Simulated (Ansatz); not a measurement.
Wanted: an ASE script for an Ansatz 0.2.0 run.

```
Task                : atomic charges
Functional          : LDA
Potentials or basis : Ansatz PAW
Cutoff              : 420 eV
Density cutoff      : 1680 eV
k mesh              : 8 × 8 × 8
Occupations         : gaussian, width 0.15 eV
Spin                : spin-orbit coupling, no magnetisation
Driver              : chain
```

The structure of Hf lies in POSCAR:

```
Hf
1.0
   -0.0142520000      2.2398860000      2.1946090000
    2.2134070000     -0.0070970000      2.1874540000
    2.2169490000      2.2362730000     -0.0106390000
Hf
1
Direct
    0.0000000000      0.0000000000      0.0000000000
```

This isn't the form of Hf at room conditions, which is hcp.

The cell isn't the ideal one: cell strained at random at fixed volume.

These files were run (other wordings do the same):

run.py

```python
import json

import ase.io
import numpy as np

import ansatz as az

atoms = ase.io.read("POSCAR", format="vasp")

calculation = (
    az.Crystal.from_ase(atoms)
    .calculation()
    .kpoints(8, 8, 8)
    .functional("lda")
    .pseudopotentials(kind="paw_fr")
    .spin("noncollinear", soc=True)
    .occupations(method="gaussian", width=0.15)
    .populations(orbitals="intrinsic")
    .bader_charges()
    .forces()
    .stress()
    .band_table(publish=True)
)
outcome = calculation.run(threads=2, events_out="events.jsonl")

report = outcome.report
for line in open("events.jsonl"):
    event = json.loads(line)
    if event["event"] == "scf_iter":
        d = event["data"]
        print(f"SCF {d['iter']:3d}  HF = {d['harris_foulkes_ev']:.6f} eV  dr2 = {d['dr2_ev']:.2e} eV")
    elif event["event"] in ("relax_step", "md_step"):
        d = event["data"]
        print(f"{event['event']} {d['step']:3d}  E = {d['lagrangian_ev']:.6f} eV")
np.set_printoptions(precision=5, suppress=True, linewidth=110)
print("converged:", report["converged"], "after", report["n_iterations"], "iterations")
print(f"free energy {report['free_energy_ev']:.6f} eV, Fermi level {report['fermi_energy_ev']:.4f} eV")
for key in ("band_edges_ev", "magnetization_mub", "site_moments_mub", "site_moments_nc_mub", "forces_ev_ang",
                "stress_gpa"):
    if report.get(key) is not None:
        print(key, np.array(report[key]), sep="\n")
```

Potentials or basis: Ansatz PAW.

The run is started by

```sh
$ python run.py
```

It gave:

- Pressure: -6.1 GPa
- Band gap on the k mesh: none (metal or under the smearing width)

It took 24 s on 2 threads of Arm Neoverse V1 (shared host), peak memory 0.75 GiB.
